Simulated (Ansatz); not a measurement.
# TaN: the cost of one run

Method: DFT PBE, scalar-relativistic, plane waves, PAW, in Ansatz 0.2.0.

**1. The structure to begin with**

Symmetry: P6/mmm, No. 191, hexagonal system. Conventional cell: a = 5.191 Å, b = 5.191 Å, c = 2.908 Å, α = 90.00°, β = 90.00°, γ = 120.00°. Ta (site symmetry 6/mmm) has 6 N at 2.60 Å and 2 Ta at 2.91 Å as nearest neighbours. Ta (site symmetry -6m2) has 6 N at 2.09 Å as nearest neighbours. N (site symmetry mmm) is surrounded by 6 Ta at 2.09 to 2.60 Å.

Structure file:

```xyz
6
Lattice="5.1910 0.0000 0.0000 -2.5955 4.4955 0.0000 0.0000 0.0000 2.9080" Properties=species:S:1:pos:R:3 pbc="T T T"
Ta    0.0000    0.0000    0.0000
Ta    0.0000    2.9970    1.4540
Ta    2.5955    1.4985    1.4540
N     2.5955    0.0000    0.0000
N     1.2977    2.2478    0.0000
N    -1.2977    2.2478    0.0000
```

The structure comes from the Crystallography Open Database.

**2. Self-consistent density**

input.yaml

```yaml
crystal:
  lattice:
    - [5.191, 0.0, 0.0]
    - [-2.5955, 4.495537871, 0.0]
    - [0.0, 0.0, 2.908]
  atoms:
    - { symbol: Ta, position: [0.0, 0.0, 0.0] }
    - { symbol: Ta, position: [0.3333333333, 0.6666666667, 0.5] }
    - { symbol: Ta, position: [0.6666666667, 0.3333333333, 0.5] }
    - { symbol: "N", position: [0.5, 0.0, 0.0] }
    - { symbol: "N", position: [0.5, 0.5, 0.0] }
    - { symbol: "N", position: [0.0, 0.5, 0.0] }
basis:
  ecutwfc: 500
  fft_grid_basis: typed
kpoints:
  mp_grid: { grid: [6, 6, 10] }
hamiltonian:
  xc: pbe
scf:
  occupations: { method: gaussian, width: 0.05 }
output:
  forces: true
  stress: true
  eigenvalues: true
  bader: true
  write_density: true
  volumetric_format: npy
  elf: true
```

The run is started by

```sh
ansatz run input.yaml --threads 2 --pin off --max-ram 4096MiB --backend cpu --events-out ev --progress --plain --runs-dir out
```

**Question.** How long does this run take on 2 threads of Arm Neoverse V1, shared host, and how much memory does it need?

About 44 s, with a peak of 0.4 GiB.
